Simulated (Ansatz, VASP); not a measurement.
# Cross-check of LaOs2 between VASP and Ansatz, part 2 of 2

One calculation is typed for both programs; each brings its own data sets. How far apart do they land? The cell is taken from a series of runs on this material, whose earlier steps may have relaxed, scaled, displaced or heated it; both programs get it as it stands.

VASP 6.6.1 and Ansatz 0.2.0.

So far: Starting point; VASP: relaxation of cell and atoms, BLYP with D3(BJ).

### 3. Ansatz: relaxation of cell and atoms, BLYP with D3(BJ)

Level of this step: Ansatz beside VASP: Kohn-Sham DFT, plane waves, BLYP with D3(BJ) (Ansatz).

Ansatz runs on its default PAW (the set named soft_2) files.

The same cell, functional (in two slightly different forms), mesh and smearing now go to Ansatz, which takes its cutoff from its data sets.

Input file input.yaml:

```yaml
crystal:
  lattice:
    - [0.0, 3.868, 3.868]
    - [3.868, 0.0, 3.868]
    - [3.868, 3.868, 0.0]
  atoms:
    - { symbol: La, position: [0.0, 0.0, 0.0] }
    - { symbol: La, position: [0.25, 0.25, 0.25] }
    - { symbol: Os, position: [0.625, 0.625, 0.625] }
    - { symbol: Os, position: [0.125, 0.625, 0.625] }
    - { symbol: Os, position: [0.625, 0.625, 0.125] }
    - { symbol: Os, position: [0.625, 0.125, 0.625] }
kpoints:
  mp_grid: { grid: [8, 8, 8] }
hamiltonian:
  xc: blyp
  dispersion: d3bj
scf:
  occupations: { method: gaussian, width: 0.1 }
output:
  forces: true
  stress: true
  eigenvalues: true
relax:
  adjacent_minimum: "off"
  f_tol: 0.005
  max_steps: 60
  cell: { stress_tol: 0.03 }
```

The run is started by

```console
> ansatz run input.yaml --threads 8 --pin off --max-ram 16384MiB --backend cpu --events-out ev --progress --plain --runs-dir out
```

Numbers of over 12 decimals in the logs are rounded to 6 here.

What it wrote:

```text
Engine: ansatz 0.2.0, aarch64-unknown-linux-gnu
Pseudopotentials: kind: paw
Pseudopotential: La, paw, valence charge 11, recommended cutoff 420 eV (normal), La.paw.azcp
Pseudopotential: Os, paw, valence charge 16, recommended cutoff 420 eV (normal), Os.paw.azcp
Functional definition: BLYP
  parameter beta = 0.0042
  parameter a = 0.04918
  parameter b = 0.132
  parameter c = 0.2533
  parameter d = 0.349
  exchange = b88_x(beta = beta)
  correlation = lyp_c(a = a, b = b, c = c, d = d)
Crystal: 6 atoms, lattice volume = 115.742 Å³
Basis set: ecut = 420 eV, 2229 PW (Γ), exchange–correlation on 80×80×80 points (8 copies of the dense FFT grid, shifted against one another)
Bands: 52, of which v1, the nominal top of the filled ones, is band 43 counted from 1 (42 counted from 0)
Symmetry: 48 space group operations
Space group: Fd-3m (ITA 227), of the structure as read, at distance tolerance 4.9e-5 Å
k-points: 29 of 512
Non-local potential: La, projectors of the file, l = 0: 3, l = 1: 2, l = 2: 2, l = 3: 3
Non-local potential: Os, projectors of the file, l = 0: 3, l = 1: 2, l = 2: 2, l = 3: 1
PAW form: soft (Blöchl's): semilocal exchange-correlation on the pseudo side does not see the compensation charge
PAW frozen core: La, regenerated for the run's functional, and the local potential with it (the file was generated under x = pbe(κ = 0.804, μ = 0.219515), c = pbe(β = 0.066725))
PAW frozen core: Os, regenerated for the run's functional, and the local potential with it (the file was generated under x = pbe(κ = 0.804, μ = 0.219515), c = pbe(β = 0.066725))
PAW one-centre angular grid: La, 590 points (default); XC on 64 Gauss nodes
PAW one-centre angular grid: Os, 590 points (default); XC on 64 Gauss nodes
Initial density: superposition of atomic densities (neutral atoms: chi_scale 0, normalization atom), corrected by the library's trained network
Initial wavefunctions: pseudopotential atomic-orbital guess
Functional: x = b88, c = lyp
SCF iter   1: F=—  HF=-58184.771227 eV  |F-HF|=—  |Δ(HF+E_count)|=         —  Δρ=1.67e-2  dr2=5.56e-1  ethr=1.77e-3  ⟨swp⟩=6.4  Hψ=5850  notcnv=0
preconditioner: auto → Kerker (q_TF=auto, 2.597 Å⁻¹)  [metal: Δε(μ)=0.024 eV  Ē_g=7.418 eV  σ=0.100 eV  W_gap=0.13  n_scr=26 (ndim 8)  ℏωp=24.4 eV  f_vac=0.000  D(μ)=7.46/eV (n_scr^D=64)]
SCF iter   2: F=—  HF=-58184.698002 eV  |F-HF|=—  |Δ(HF+E_count)|=   7.32e-2  Δρ=6.45e-3  dr2=7.92e-2  ethr=6.47e-4  ⟨swp⟩=2.2  Hψ=2746  notcnv=0  defer=76
SCF iter   3: F=—  HF=-58184.684290 eV  |F-HF|=—  |Δ(HF+E_count)|=   1.37e-2  Δρ=1.73e-3  dr2=5.08e-3  ethr=9.21e-5  ⟨swp⟩=2.3  Hψ=2463  notcnv=0  defer=76
SCF iter   4: F=—  HF=-58184.683864 eV  |F-HF|=—  |Δ(HF+E_count)|=   4.26e-4  Δρ=3.44e-4  dr2=1.29e-4  ethr=5.90e-6  ⟨swp⟩=2.1  Hψ=2342  notcnv=0  defer=76
SCF iter   5: F=—  HF=-58184.683884 eV  |F-HF|=—  |Δ(HF+E_count)|=   2.05e-5  Δρ=6.97e-5  dr2=1.11e-5  ethr=1.50e-7  ⟨swp⟩=2.0  Hψ=2556  notcnv=0  defer=76
SCF iter   6: F=—  HF=-58184.683906 eV  |F-HF|=—  |Δ(HF+E_count)|=   2.12e-5  Δρ=2.31e-5  dr2=5.84e-7  ethr=1.30e-8  ⟨swp⟩=2.0  Hψ=2105  notcnv=0  defer=95
SCF iter   7: F=-58184.683906 eV  HF=-58184.683906 eV  |F-HF|=7.20e-10  |Δ(HF+E_count)|=   6.37e-9  Δρ=4.91e-6  dr2=2.56e-8  ethr=1.16e-10  ⟨swp⟩=13.9  Hψ=7830  notcnv=0
SCF 1 converged in 7 iterations: F = -58184.683906 eV  dr2 = 2.56e-8
  greatest PAW one-centre occupation: 1.000 electrons in one spin orbital (limit 2), on the Os atom at site 5 (counted from 0), in its partial waves of l = 0
relax step   1: F+E_penalty+E_count = -58184.68390565 eV  Δ(F+E_penalty+E_count) = +0.000e0 eV  max|allowed force component| = 6.746e-19 eV/Å  Δτ_max = 0.0000 Å  P = -1.410 GPa  Ω = 115.742 Å³  (7 SCF iters, dr2 threshold 1.00e-7 eV, accepted)
[...]
relax step   4: F+E_penalty+E_count = -58184.68799727 eV  Δ(F+E_penalty+E_count) = -9.160e-6 eV  max|allowed force component| = 1.417e-17 eV/Å  Δτ_max = 0.0000 Å  P = +0.001 GPa  Ω = 114.864 Å³  energy of the carried Pulay correction = +2.045e-4 eV  (6 SCF iters, dr2 threshold 4.22e-9 eV, accepted)
[...]
relax step   5: F+E_penalty+E_count = -58184.68776601 eV  Δ(F+E_penalty+E_count) = +2.313e-4 eV  max|allowed force component| = 1.436e-17 eV/Å  Δτ_max = 0.0000 Å  P = +0.002 GPa  Ω = 114.864 Å³  stress off target by 1.90e-3 GPa  SCF on the basis re-selected at this cell (its energy is not comparable with the rows above)  (9 SCF iters)
basis re-selected at this cell: Δ(F+E_penalty+E_count) = +2.313e-4 eV, ΔP = +0.001 GPa vs the last step (what re-selecting the basis moved, of the pressure what is left beyond the Pulay correction that the steps carried, after the strain that the cell walked since its last selection, with what the two solves' SCF thresholds leave and, on support functions, any second-order correction that the steps lacked; it is no m [...]
SCF converged after 9 iterations
Free energy (F): -58184.687766 eV
Harris-Foulkes:  -58184.687766 eV  (|F-HF|=2.18e-11)
Internal energy: -58184.651336 eV  (E = F + TS)
E sigma→0 (E₀):  -58184.669551 eV
Entropy (-TS):   -0.036430 eV (-6.072 meV/atom)
Fermi energy:    19.829673 eV
--- Per-component energies (eV) ---
  E_band       = -469.940059
  E_kinetic    = 2646.874869
  E_local      = -5432.750390  (includes V_loc(G=0)·N_el)
  E_nonlocal   = 185.559590
  E_hartree    = 2250.349005
  E_xc         = -1326.789717
  E_vxc        = -1406.709261  (∫ρ·V_xc dr)
  E_paw        = -47042.600624  (= ΣΔE_a)
  E_vpaw       = -963.612490  (= ΣTr[D̂ρ^β])
  E_aug_tail   = -0.000389  (compensation charges beyond the density's cutoff)
  E_ewald      = -9457.636271
  E_disp       = -8.454030  (pairwise vdW)
  E_core_change = 0.796620  (= ΣΔE_core)
  E_smearing   = -0.036430  (= −TS)
  E_closure    = 0.000000  (closes the sum)
  Σ components = -58184.687766   (vs F -58184.687766, Δ=0.00e0)
--- Forces (eV/Å), atoms counted from 1 ---
  atom   1  La    -0.00000000    -0.00000000    -0.00000000
  atom   2  La     0.00000000     0.00000000     0.00000000
  atom   3  Os     0.00000000     0.00000000    -0.00000000
  atom   4  Os     0.00000000     0.00000000    -0.00000000
  atom   5  Os     0.00000000     0.00000000     0.00000000
  atom   6  Os     0.00000000     0.00000000     0.00000000
  max |Σ_I F_I| component: 1.16e-18 eV/Å
--- Stress (GPa, compression-positive) ---
        0.001901       0.000000       0.000000
        0.000000       0.001901       0.000000
        0.000000      -0.000000       0.001901
  P = ⅓ Tr σ = 0.0019 GPa (0.019 kbar)
--- Band table (eV; the first three rows and the last of 29) ---
  k-point 0: bands = [... 39 lower, 19.9636, 19.9636, 19.9636, 20.0148, 20.0148, 20.9618, 20.9618, 20.9618, ... 5 higher]
  k-point 1: bands = [... 39 lower, 19.8778, 19.8778, 19.9156, 20.1445, 20.1445, 20.5146, 20.8614, 20.8614, ... 5 higher]
  k-point 2: bands = [... 39 lower, 19.2559, 19.8079, 19.8822, 19.8822, 20.3029, 20.3029, 20.7652, 21.0241, ... 5 higher]
  k-point 28: bands = [... 39 lower, 18.0931, 19.3262, 19.3262, 19.4840, 19.4840, 20.6225, 20.6225, 21.7416, ... 5 higher]
--- Relaxed structure (4 steps of the walk, 3 accepted, 1 SCFs on fresh bases) ---
  F+E_penalty+E_count = -58184.68776601 eV   max|allowed force component| = 1.436e-17 eV/Å   (the final SCF, on the basis selected at the relaxed cell)
  cell:  # Å, volume = 114.8637 Å³
    - [0, 3.858196, 3.858196]
    - [3.858196, 0, 3.858196]
    - [3.858196, 3.858196, 0]
  atoms:
    - { symbol: La, position: [0, 0, 0] }
    - { symbol: La, position: [0.250000, 0.250000, 0.250000] }
    - { symbol: Os, position: [0.625, 0.625, 0.625] }
    - { symbol: Os, position: [0.125000, 0.625, 0.625] }
    - { symbol: Os, position: [0.625, 0.625, 0.125000] }
    - { symbol: Os, position: [0.625, 0.125000, 0.625] }
```

Reading the cycles: dr2 is the Hartree energy of the density residual (eV), the measure of convergence; HF is the Harris–Foulkes estimate of the energy, which meets the free energy F at convergence.

### 4. Differences

Known differences besides the potentials themselves: the data sets hold 86 valence electrons in Ansatz (on its default PAW (the set named soft_2) files) and 54 in VASP; the cutoff is 420 eV in Ansatz and 600 eV in VASP; Ansatz makes its cores anew for this functional, VASP keeps those of its PBE data sets; VASP's log shows a relativistic correction to its local exchange, Ansatz's none; Ansatz adds a Pulay correction to the stress that steers its cell, VASP none. Total energies have different zeros and are not compared.

Compared:

```tsv
quantity	Ansatz	VASP	difference
volume (Å³)	114.86	115.43	-0.49 %
edge a after relaxation, in the typed setting (Å)	5.456	5.465	-0.16 %
```

### 5. Outcome

* difference in volume (relaxation of cell and atoms, BLYP with D3(BJ)): -0.49 %

What this shows: The difference in volume is -0.49 % (relaxation of cell and atoms, BLYP with D3(BJ)), within the 1.2 % picked in this series as the mark of a large difference, as far as the stopping tolerances let one tell. The data sets hold unlike numbers of valence electrons (86 in Ansatz and 54 in VASP), so part of the differences comes from the potentials. Such differences can come from data sets, numerical settings and the points named under the comparisons, not from the functional's error against experiment.

[Lines on the potential files, build, host, timing and source positions are cut from VASP's logs without a mark.]

[Logs are printed without paths, hosts, clocks, repeated set-up lines and the standing remarks that a program may print on its own settings, such as how far it seeks lower states.]

[Hosts, paths, dates, database ids (printed as entryN), source tags and the programs' standing remarks are cut or masked in the printed files.]
